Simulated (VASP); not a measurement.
# TiTe2 (P-3m1) in VASP: notebook, part 2 of 2

VASP 6.6.1.

## (3) Phonons, PBE+D3(BJ), target pressure -1.5 GPa, at which the enthalpy is minimised

Contents of POSCAR:

```
TiTe2
1.0
    3.6961190213     -0.0000000000     -0.0000000000
   -1.8480595107      3.2009329679      0.0000000000
   -0.0000000000      0.0000000000      6.3729565861
  Ti              Te
     1     2
Direct
     0.0000000000000000    0.0000000000000000    0.0000000000000000
     0.6666666667000030    0.3333333332999970    0.2716629680863955
     0.3333333332999970    0.6666666667000030    0.7283370319136044
```

Contents of INCAR.step1:

```
SYSTEM = TiTe2
PREC = Accurate ; ENCUT = 600
EDIFF = 1E-8 ; ISMEAR = 1
SIGMA = 0.1 ; LREAL = .FALSE.
LASPH = .TRUE. ; NELM = 80
ALGO = Normal ; ISIF = 3
LWAVE = .FALSE. ; LCHARG = .FALSE.
GGA = PE ; IVDW = 12
PSTRESS = -15.0 ; IBRION = 2
NSW = 40 ; EDIFFG = -0.002
```

Contents of INCAR.step2:

```
SYSTEM = TiTe2
PREC = Accurate ; ENCUT = 600
EDIFF = 1E-8 ; ISMEAR = 1
SIGMA = 0.1 ; LREAL = .FALSE.
LASPH = .TRUE. ; NELM = 80
ALGO = Normal ; ISIF = 2
LWAVE = .FALSE. ; LCHARG = .FALSE.
GGA = PE ; IVDW = 12
PSTRESS = -15.0 ; IBRION = 6
NFREE = 2 ; POTIM = 0.015
NSW = 1
```

Contents of KPOINTS:

```
Automatic mesh
0
G
  12 12 6
  0 0 0
```

Potentials or basis: VASP PAW PBE potentials, release 64 (Ti_sv, Te).

Started as:

```
> cat potpaw_PBE.64/Ti_sv/POTCAR potpaw_PBE.64/Te/POTCAR > POTCAR
> cp INCAR.step1 INCAR
> mpirun -np 1 vasp_std > vasp.out
> cp CONTCAR POSCAR
> cp INCAR.step2 INCAR
> mpirun -np 1 vasp_std > vasp.out
```

OUTCAR:

```text
SYSTEM = TiTe2
   PREC = Accurate
   ENCUT = 600
   EDIFF = 1E-8
   ISMEAR = 1
   LREAL = .FALSE.
   LASPH = .TRUE.
   NELM = 80
   ISIF = 2
   GGA = PE
   IVDW = 12
   PSTRESS = -15.0
   IBRION = 6
   NFREE = 2
   POTIM = 0.015
   NSW = 1
 IVDW          = 12

 ion  position               nearest neighbor table
   1  0.000  0.000  0.000-   2 2.76   3 2.76   2 2.76   3 2.76   2 2.76   3 2.76
   2  0.667  0.333  0.265-   1 2.76   1 2.76   1 2.76
   3  0.333  0.667  0.735-   1 2.76   1 2.76   1 2.76

  LATTYP: Found a hexagonal cell.
 ALAT       =     3.7357627440
 C/A-ratio  =     1.7444173578

  Lattice vectors:

 A1 = (   3.7357627440,   0.0000000000,   0.0000000000)
 A2 = (  -1.8678813720,   3.2352654388,   0.0000000000)
 A3 = (   0.0000000000,   0.0000000000,   6.5167293753)

Analysis of symmetry for initial positions (statically):
=====================================================================
 Subroutine PRICEL returns:
 Original cell was already a primitive cell.

 Routine SETGRP: Setting up the symmetry group for a
 hexagonal supercell.

 Subroutine GETGRP returns: Found 12 space group operations
 (whereof 12 operations were pure point group operations)
 out of a pool of 24 trial point group operations.

The static configuration has the point symmetry D_3d.

Analysis of symmetry for dynamics (positions and initial velocities):
=====================================================================
 Subroutine PRICEL returns:
 Original cell was already a primitive cell.

 Routine SETGRP: Setting up the symmetry group for a
 hexagonal supercell.

 Subroutine GETGRP returns: Found 12 space group operations
 (whereof 12 operations were pure point group operations)
 out of a pool of 24 trial point group operations.

[... 159 lines left out ...]
 E8    (eV) :    -0.6968
[... 335 lines left out ...]
--------------------------------------- Ionic step        9  -------------------------------------------

 number of electron      24.0000002 magnetization

 Free energy of the ion-electron system (eV)
  ---------------------------------------------------
  ext. energy  EPLUGINS =         0.00000000
  ---------------------------------------------------
  free energy    TOTEN  =       -16.19597317 eV

  energy without entropy =      -16.19618041  energy(sigma->0) =      -16.19604225

 E-fermi :   7.0880     XC(G=0):  -9.9520

 val. band max:        7.0749199363   @ k =   0.3333  -0.0000   0.5000
 cond. band min:       7.0972929496   @ k =   0.2500   0.0000   0.1667
 fundamental gap:      0.0223730133
 Fermi energy:         7.0879782820

 k-point     1 :       0.0000    0.0000    0.0000
  band No.  band energies     occupation
      1     -50.3743      2.00000
      2     -26.6365      2.00000
      3     -26.6365      2.00000
      4     -26.5951      2.00000
      5      -5.4615      2.00000
      6      -3.9532      2.00000
[... 433 lines left out ...]
      3     -26.6392      2.00000
      4     -26.5924      2.00000
      5      -5.0758      2.00000
      6      -3.9167      2.00000
[... 8 lines left out ...]
     15       8.3364     -0.00000
     16       9.7561      0.00000

 [... further k-points ...]

------------------------ aborting loop because EDIFF is reached ----------------------------------------

 Edisp (eV)   -1.50303

 E8    (eV) :    -0.6967
[... 30 lines left out ...]
  energy  without entropy=      -17.6992129237  energy(sigma->0) =      -17.69907477

  enthalpy is  TOTEN    =       -18.4363996343 eV   P V=       -0.7373939461

 INTERNAL STRAIN TENSORS FROM DISPLACED ATOMS
 ============================================

 INTERNAL STRAIN TENSOR FOR ION    1 for displacements in x,y,z  (eV/Angst):
          X           Y           Z          XY          YZ          ZX
  --------------------------------------------------------------------------------
  x     0.00000     0.00000     0.00000     0.00000     0.00000     0.00000
  y     0.00000     0.00000     0.00000     0.00000     0.00000     0.00000
  z     0.00000     0.00000     0.00000     0.00000     0.00000     0.00000

 INTERNAL STRAIN TENSOR FOR ION    3 for displacements in x,y,z  (eV/Angst):
          X           Y           Z          XY          YZ          ZX
  --------------------------------------------------------------------------------
  x    -0.00000     0.00000    -0.00000     2.05439    -0.00000     6.64986
  y     2.05439    -2.05439    -0.00000     0.00000     6.64987    -0.00000
  z     6.44252     6.44252    12.87438    -0.00000     0.00000    -0.00000

 Eigenvectors and eigenvalues of the dynamical matrix
 ----------------------------------------------------

   1 f  =    8.244529 THz    51.801904 2PiTHz  275.007887 cm-1    34.096617 meV
             X         Y         Z           dx          dy          dz
      0.000000  0.000000  0.000000    -0.000000   -0.000000    0.917603
      1.867881  1.078422  1.728445    -0.000000   -0.000000   -0.281074
     -0.000000  2.156844  4.788284     0.000000    0.000000   -0.281074
[... 43 lines left out ...]
   9 f/i=    0.003416 THz     0.021461 2PiTHz    0.113932 cm-1     0.014126 meV
             X         Y         Z           dx          dy          dz
      0.000000  0.000000  0.000000    -0.068886   -0.390818    0.000000
      1.867881  1.078422  1.728445    -0.112664   -0.639191    0.000000
     -0.000000  2.156844  4.788284    -0.112664   -0.639191    0.000000

 ELASTIC MODULI CONTR FROM IONIC RELAXATION (kBar)
 Direction    XX          YY          ZZ          XY          YZ          ZX
 --------------------------------------------------------------------------------
 XX        -210.0741   -135.0589   -344.8474      0.0000   -121.4087      0.0000
 YY        -135.0589   -210.0741   -344.8474      0.0000    121.4087     -0.0000
 ZZ        -344.8474   -344.8474   -689.1242      0.0000      0.0000      0.0000
 XY           0.0000      0.0000      0.0000    -37.5076     -0.0000   -121.4085
 YZ        -121.4087    121.4087      0.0000     -0.0000   -392.9888      0.0000
 ZX           0.0000     -0.0000      0.0000   -121.4085      0.0000   -392.9878
 --------------------------------------------------------------------------------
```

OSZICAR.step1:

```text
N       E                     dE             d eps       ncg     rms          rms(c)
DAV:   1     0.186600274254E+03    0.18660E+03   -0.11956E+04  3200   0.157E+03
DAV:   2     0.479152334024E+00   -0.18612E+03   -0.18459E+03  3368   0.359E+02
DAV:   3    -0.176393290326E+02   -0.18118E+02   -0.17598E+02  5472   0.958E+01
[... 152 lines left out ...]
DAV:   7    -0.161963468638E+02   -0.17502E-05   -0.10004E-05  3824   0.197E-02    0.825E-03
DAV:   8    -0.161963467863E+02    0.77533E-07   -0.30428E-06  5008   0.124E-02    0.209E-03
DAV:   9    -0.161963467131E+02    0.73202E-07   -0.18393E-07  3872   0.329E-03    0.908E-04
DAV:  10    -0.161963467293E+02   -0.16204E-07   -0.59225E-09  1952   0.555E-04    0.333E-04
DAV:  11    -0.161963467367E+02   -0.74137E-08   -0.77107E-10  1664   0.231E-04
  11 F= -.18436839E+02 E0= -.18436923E+02  d E =-.885922E-04
```

Run time: 23 min. Hardware: 1 thread of AMD EPYC 9R45 (Zen 5), shared host; peak memory 1.1 GiB.

What came out:

```yaml
Relaxed_volume: 26.25 Å³/atom
Relaxed_cell: a = 3.736 Å, b = 3.736 Å, c = 6.517 Å, α = 90.00°, β = 90.00°, γ = 120.00°
Space_group_after_relaxing_to_0.05_Å: P-3m1 (No. 164)
Highest_phonon_frequency_at_Γ_LO-TO_splitting_left_out: 275 cm⁻¹
Dispersion_energy_per_atom: -0.501 eV
```

Step by step:
```csv
step,energy change (eV),largest force (eV/Å),pressure (GPa),volume (Å³)
1,0.0000,0.0036,0.01,75.40
2,0.0188,0.2790,-2.24,78.02
3,0.0081,0.1865,-1.50,77.10
4,0.0086,0.1313,-1.49,77.45
5,0.0124,0.0301,-1.47,78.10
6,0.0132,0.0154,-1.46,78.20
7,0.0144,0.0180,-1.53,78.44
8,0.0186,0.0261,-1.66,78.96
9,0.0178,0.0246,-1.64,78.89
10,0.0147,0.0469,-1.21,78.52
11,0.0166,0.0006,-1.50,78.76
```

Final structure:
```yaml
crystal:
  lattice:
    - [3.73576, 0.00000, 0.00000]
    - [-1.86788, 3.23527, 0.00000]
    - [0.00000, 0.00000, 6.51673]
  atoms:
    - { symbol: Ti, position: [0.00000, 0.00000, 0.00000] }
    - { symbol: Te, position: [0.66667, 0.33333, 0.26523] }
    - { symbol: Te, position: [0.33333, 0.66667, 0.73477] }
```

Phonon frequencies in cm⁻¹ (negative: imaginary):
```
              q point                  frequencies
(0.000, 0.000, 0.000)  0 0 0 99 99 144 168 168 275
```

The run has no spin-orbit coupling, so splittings on Te are missing.

## (4) Phonons, PBE+D3(BJ), target pressure 1.5 GPa, at which the enthalpy is minimised

POSCAR is that of step 3.

INCAR.step1: that of step 3 with these lines changed.

```diff
@@ -8,3 +8,3 @@
 GGA = PE ; IVDW = 12
-PSTRESS = -15.0 ; IBRION = 2
+PSTRESS = 15.0 ; IBRION = 2
 NSW = 40 ; EDIFFG = -0.002
```

INCAR.step2: that of step 3 with these lines changed.

```diff
@@ -8,3 +8,3 @@
 GGA = PE ; IVDW = 12
-PSTRESS = -15.0 ; IBRION = 6
+PSTRESS = 15.0 ; IBRION = 6
 NFREE = 2 ; POTIM = 0.015
```

KPOINTS is that of step 3.

Potentials or basis: VASP PAW PBE potentials, release 64 (Ti_sv, Te).

Started as:

```
> cat potpaw_PBE.64/Ti_sv/POTCAR potpaw_PBE.64/Te/POTCAR > POTCAR
> cp INCAR.step1 INCAR
> mpirun -np 1 vasp_std > vasp.out
> cp CONTCAR POSCAR
> cp INCAR.step2 INCAR
> mpirun -np 1 vasp_std > vasp.out
```

OUTCAR:

```text
SYSTEM = TiTe2
   PREC = Accurate
   ENCUT = 600
   EDIFF = 1E-8
   ISMEAR = 1
   LREAL = .FALSE.
   LASPH = .TRUE.
   NELM = 80
   ISIF = 2
   GGA = PE
   IVDW = 12
   PSTRESS = 15.0
   IBRION = 6
   NFREE = 2
   POTIM = 0.015
   NSW = 1
 IVDW          = 12

 ion  position               nearest neighbor table
   1  0.000  0.000  0.000-   2 2.73   3 2.73   2 2.73   3 2.73   2 2.73   3 2.73
   2  0.667  0.333  0.276-   1 2.73   1 2.73   1 2.73   3 3.53   3 3.53   3 3.53
   3  0.333  0.667  0.724-   1 2.73   1 2.73   1 2.73   2 3.53   2 3.53   2 3.53

  LATTYP: Found a hexagonal cell.
 ALAT       =     3.6616774666
 C/A-ratio  =     1.7172717407

  Lattice vectors:

 A1 = (   3.6616774666,  -0.0000000000,   0.0000000000)
 A2 = (  -1.8308387334,   3.1711057066,   0.0000000000)
 A3 = (   0.0000000000,   0.0000000000,   6.2880952368)

Analysis of symmetry for initial positions (statically):
=====================================================================
 Subroutine PRICEL returns:
 Original cell was already a primitive cell.

 Routine SETGRP: Setting up the symmetry group for a
 hexagonal supercell.

 Subroutine GETGRP returns: Found 12 space group operations
 (whereof 12 operations were pure point group operations)
 out of a pool of 24 trial point group operations.

The static configuration has the point symmetry D_3d.

Analysis of symmetry for dynamics (positions and initial velocities):
=====================================================================
 Subroutine PRICEL returns:
 Original cell was already a primitive cell.

 Routine SETGRP: Setting up the symmetry group for a
 hexagonal supercell.

 Subroutine GETGRP returns: Found 12 space group operations
 (whereof 12 operations were pure point group operations)
 out of a pool of 24 trial point group operations.
[... 497 lines left out ...]

 number of electron      23.9999995 magnetization

 Free energy of the ion-electron system (eV)
  ---------------------------------------------------
  ext. energy  EPLUGINS =         0.00000000
  ---------------------------------------------------
  free energy    TOTEN  =       -16.08129882 eV

  energy without entropy =      -16.08164778  energy(sigma->0) =      -16.08141514

 E-fermi :   8.0562     XC(G=0): -10.3408

 val. band max:        8.0258097369   @ k =   0.2500  -0.0000   0.1667
 cond. band min:       8.0563354231   @ k =   0.0000   0.4167   0.1667
 fundamental gap:      0.0305256863
 Fermi energy:         8.0562142908

 k-point     1 :       0.0000    0.0000    0.0000
  band No.  band energies     occupation
      1     -49.2582      2.00000
      2     -25.5288      2.00000
      3     -25.5288      2.00000
      4     -25.4999      2.00000
      5      -4.9462      2.00000
      6      -3.0848      2.00000
[... 433 lines left out ...]
      3     -25.5323      2.00000
      4     -25.4963      2.00000
      5      -4.5173      2.00000
      6      -3.0774      2.00000
[... 8 lines left out ...]
     15       9.3657     -0.00000
     16      10.9727      0.00000

 [... further k-points ...]

------------------------ aborting loop because EDIFF is reached ----------------------------------------

 Edisp (eV)   -1.62246

 E8    (eV) :    -0.7511
[... 30 lines left out ...]
  energy  without entropy=      -17.7041105841  energy(sigma->0) =      -17.70387794

  enthalpy is  TOTEN    =       -17.0201796590 eV   P V=        0.6835819616

 INTERNAL STRAIN TENSORS FROM DISPLACED ATOMS
 ============================================

 INTERNAL STRAIN TENSOR FOR ION    1 for displacements in x,y,z  (eV/Angst):
          X           Y           Z          XY          YZ          ZX
  --------------------------------------------------------------------------------
  x     0.00000     0.00000     0.00000     0.00000     0.00000     0.00000
  y     0.00000     0.00000     0.00000     0.00000     0.00000     0.00000
  z     0.00000     0.00000     0.00000     0.00000     0.00000     0.00000

 INTERNAL STRAIN TENSOR FOR ION    3 for displacements in x,y,z  (eV/Angst):
          X           Y           Z          XY          YZ          ZX
  --------------------------------------------------------------------------------
  x    -0.00000     0.00000     0.00000     2.11688    -0.00000     6.65131
  y     2.11688    -2.11688    -0.00000     0.00000     6.65131    -0.00000
  z     6.42181     6.42181    12.35715    -0.00000    -0.00000     0.00000

 Eigenvectors and eigenvalues of the dynamical matrix
 ----------------------------------------------------

   1 f  =    8.904243 THz    55.947009 2PiTHz  297.013575 cm-1    36.824973 meV
             X         Y         Z           dx          dy          dz
      0.000000  0.000000  0.000000     0.000000    0.000000    0.917582
      1.830839  1.057035  1.733572     0.000000    0.000000   -0.281108
     -0.000000  2.114070  4.554523    -0.000000   -0.000000   -0.281108
[... 43 lines left out ...]
   9 f/i=    0.001998 THz     0.012557 2PiTHz    0.066662 cm-1     0.008265 meV
             X         Y         Z           dx          dy          dz
      0.000000  0.000000  0.000000    -0.105412    0.383562    0.000000
      1.830839  1.057035  1.733572    -0.171920    0.625562    0.000000
     -0.000000  2.114070  4.554523    -0.171920    0.625562    0.000000

 ELASTIC MODULI CONTR FROM IONIC RELAXATION (kBar)
 Direction    XX          YY          ZZ          XY          YZ          ZX
 --------------------------------------------------------------------------------
 XX        -193.0265   -117.7283   -298.9845      0.0000   -118.2948      0.0000
 YY        -117.7283   -193.0265   -298.9845      0.0000    118.2948     -0.0000
 ZZ        -298.9845   -298.9845   -575.3201      0.0000      0.0000      0.0000
 XY           0.0000      0.0000      0.0000    -37.6491     -0.0000   -118.2947
 YZ        -118.2948    118.2948      0.0000     -0.0000   -371.6867      0.0000
 ZX           0.0000     -0.0000      0.0000   -118.2947      0.0000   -371.6860
 --------------------------------------------------------------------------------
```

OUTCAR.step1:

```text
SYSTEM = TiTe2
   PREC = Accurate
   ENCUT = 600
   EDIFF = 1E-8
   ISMEAR = 1
   LREAL = .FALSE.
   LASPH = .TRUE.
   NELM = 80
   ISIF = 3
   GGA = PE
   IVDW = 12
   PSTRESS = 15.0
   IBRION = 2
[... 565 lines left out ...]
      4     -25.4984      2.00000
      5      -4.9454      2.00000
      6      -3.0748      2.00000
[... 433 lines left out ...]
      3     -25.5312      2.00000
      4     -25.4948      2.00000
      5      -4.5170      2.00000
      6      -3.0671      2.00000
[... 8 lines left out ...]
     15       9.3619     -0.00000
     16      10.9723      0.00000

 [... further k-points ...]

------------------------ aborting loop because EDIFF is reached ----------------------------------------

 Edisp (eV)   -1.62254

 E8    (eV) :    -0.7512
[... 30 lines left out ...]
  energy  without entropy=      -17.7055191239  energy(sigma->0) =      -17.70522424

  enthalpy is  TOTEN    =       -17.0214948418 eV   P V=        0.6835819616

 reached required accuracy - stopping structural energy minimisation
```

Run time: 21 min. Hardware: 1 thread of AMD EPYC 9R45 (Zen 5), shared host; peak memory 1 GiB.

Results:

```yaml
Relaxed_volume: 24.34 Å³/atom
Relaxed_cell: a = 3.662 Å, b = 3.662 Å, c = 6.288 Å, α = 90.00°, β = 90.00°, γ = 120.00°
Space_group_after_relaxing_to_0.05_Å: P-3m1 (No. 164)
Highest_phonon_frequency_at_Γ_LO-TO_splitting_left_out: 297 cm⁻¹
Dispersion_energy_per_atom: -0.541 eV
```

Step by step:
```tsv
step	energy change (eV)	largest force (eV/Å)	pressure (GPa)	volume (Å³)
1	0.0000	0.0036	0.01	75.40
2	0.0200	0.2991	2.61	72.88
3	0.0069	0.1718	1.50	73.90
4	0.0075	0.1138	1.51	73.61
5	0.0106	0.0146	1.53	73.12
6	0.0104	0.0012	1.48	73.10
7	0.0104	0.0119	1.44	73.07
8	0.0118	0.0155	1.62	72.93
9	0.0110	0.0013	1.51	73.01
```

Final structure:
```xyz
3
Lattice="3.6617 0.0000 0.0000 -1.8308 3.1711 0.0000 0.0000 0.0000 6.2881" Properties=species:S:1:pos:R:3 pbc="T T T"
Ti    0.0000    0.0000    0.0000
Te    1.8308    1.0570    1.7336
Te    0.0000    2.1141    4.5545
```

Phonon frequencies in cm⁻¹ (negative: imaginary):
```tsv
q point	frequencies
(0.000, 0.000, 0.000)	0 0 0 106 106 158 192 192 297
```
